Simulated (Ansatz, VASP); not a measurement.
Two plane-wave programs on Cr

```
Cr
1.0
    -1.43801    1.43801    1.43801
     1.43801   -1.43801    1.43801
     1.43801    1.43801   -1.43801
Cr
1
Direct
  0.00000 0.00000 0.00000
```

Alike in both runs: task single point; functional PBE; k mesh 20 × 20 × 20; occupations gaussian, width 0.1 eV; no spin polarisation.

|  | VASP | Ansatz |
| --- | --- | --- |
| version | VASP 6.6.1 | Ansatz 0.2.0 |
| potentials or method | VASP PAW PBE potentials, release 64 (Cr_pv) | scalar-relativistic, plane waves, PAW |
| plane-wave cutoff (eV) | 520 | 420 |
| valence electrons in the cell | 12 | 14 |

Ansatz gave:

* gap on the k mesh at the Fermi level (eV): none
* pressure (GPa): -7.2

Task: Estimate VASP's values.

Result: gap on the k mesh at the Fermi level (eV): none; pressure (GPa): -7.6.

A gap of «none» marks a metal or a gap that the smearing closes. The two sets of potentials don't hold the same shells in valence.

Caveats: the run has no spin polarisation, though such a crystal can be magnetic. Spin polarisation is off, so any magnetic state and its effect on volume and gap are missing.
